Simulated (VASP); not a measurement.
CO, 2 atoms in the cell. The cell holds a molecule in a box, 2 atoms: a = 11.466 Å, b = 11.966 Å, c = 12.466 Å, α = 90.00°, β = 90.00°, γ = 90.00°. 

```yaml
Program: VASP 6.6.1
Task: relaxation of the atoms
Functional: PBE
Dispersion: D3
Potentials_or_basis: VASP PAW PBE potentials, release 64 (C, O)
Cutoff: 400 eV
k_mesh: 1 × 1 × 1
Occupations: gaussian, width 0.01 eV
Spin: no spin polarisation
Atoms_held_fixed_from_0: "[0]"
Further_INCAR_settings: ALGO = Normal; EDIFF = 1e-06; ISYM = 0; IBRION = 2; EDIFFG = -0.03; NSW = 120
```

Potentials or basis: VASP PAW PBE potentials, release 64 (C, O).

The run is started by

```sh
$ cat potpaw_PBE.64/C/POTCAR potpaw_PBE.64/O/POTCAR > POTCAR
$ mpirun -np 1 vasp_gam > vasp.out
```

Hardware: 1 thread of Intel(R) Xeon(R) 6975P-C (Granite Rapids), with other jobs on the host.

How long does it take, and how much memory?

Run time: 97 s on 1 thread of Intel(R) Xeon(R) 6975P-C (Granite Rapids) (shared host), peak memory 1 GiB. Counts: scf iterations 53, k points 1, ion steps 3.
